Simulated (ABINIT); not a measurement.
Set up this calculation in ABINIT 10.8.3 (patched build), as the native input.

| Quantity | Value |
| --- | --- |
| Task | band structure |
| Functional | HCTH407 |
| Potentials or basis | JTH PAW PBE v2.0 |
| Cutoff | 707 eV |
| k mesh | 13 × 13 × 13 |
| Occupations | fermi-dirac, width 0.05 eV |
| Spin | no spin polarisation |
| Fine-grid cutoff | 1306.15 eV |
| Exchange and correlation inside the PAW spheres | full angular mesh (pawxcdev 0, this build's default; the released program takes 1) |

Crystal: BN.

```xyz
2
Lattice="0.0000 1.8130 1.8130 1.8130 0.0000 1.8130 1.8130 1.8130 0.0000" Properties=species:S:1:pos:R:3 pbc="T T T"
N     0.9065    0.9065    0.9065
B     0.0000    0.0000    0.0000
```

The cell is a database's computed one.

One way to write it, as run:

run.abi

```
ndtset 2

pp_dirpath "./"
pseudos "N.GGA_PBE-JTH.xml, B.GGA_PBE-JTH.xml"

acell 4.8452022309 4.8452022309 4.8452022309
rprim
     0.0000000000     0.7071067812     0.7071067812
     0.7071067812     0.0000000000     0.7071067812
     0.7071067812     0.7071067812     0.0000000000
ntypat 2
znucl 7 5
natom 2
typat 1 2
xred
     0.2500000000     0.2500000000     0.2500000000
     0.0000000000     0.0000000000     0.0000000000

ecut 26.0
pawecutdg 48.0

ixc 27

occopt 3
tsmear 0.00183747

nstep 100

iomode 3
prtwf 0
prteig 0
prtebands 0
enunit 1
prtden1 1
prtvha1 1
prtvclmb1 1
prtpot1 1

kptopt1 1
ngkpt1 13 13 13
nshiftk1 1
shiftk1 0.0 0.0 0.0
nband1 8
tolvrs1 1.0e-9

iscf2 -2
getden2 1
nband2 14
nbdbuf2 4
tolwfr2 1.0e-11
kptopt2 -9
ndivsm2 8
prteig2 1
kptbounds2
     0.0000000000     0.0000000000     0.0000000000
     0.5000000000     0.0000000000     0.5000000000
     0.5000000000     0.2500000000     0.7500000000
     0.3750000000     0.3750000000     0.7500000000
     0.0000000000     0.0000000000     0.0000000000
     0.5000000000     0.5000000000     0.5000000000
     0.6250000000     0.2500000000     0.6250000000
     0.5000000000     0.2500000000     0.7500000000
     0.5000000000     0.5000000000     0.5000000000
     0.3750000000     0.3750000000     0.7500000000
```

Potentials or basis: JTH PAW PBE v2.0.

Launch:

```bash
$ abinit run.abi > log 2>&1
```

Results of the run:

| Property | Result |
| --- | --- |
| Pressure | -0.6 GPa |
| Band gap on the k mesh | 4.78 eV, indirect (least direct gap 8.84 eV) |
| Band gap along the path | 4.71 eV, indirect (least direct gap 8.84 eV) |
| Valence electrons inside the program's atomic spheres | N 2.73; B 2.04 |

Caveat: the PAW data sets were made with another functional, which shifts forces and pressure a little.

Run time: 26 s on 1 thread of Arm Neoverse V1 (shared host), peak memory 0.11 GiB.
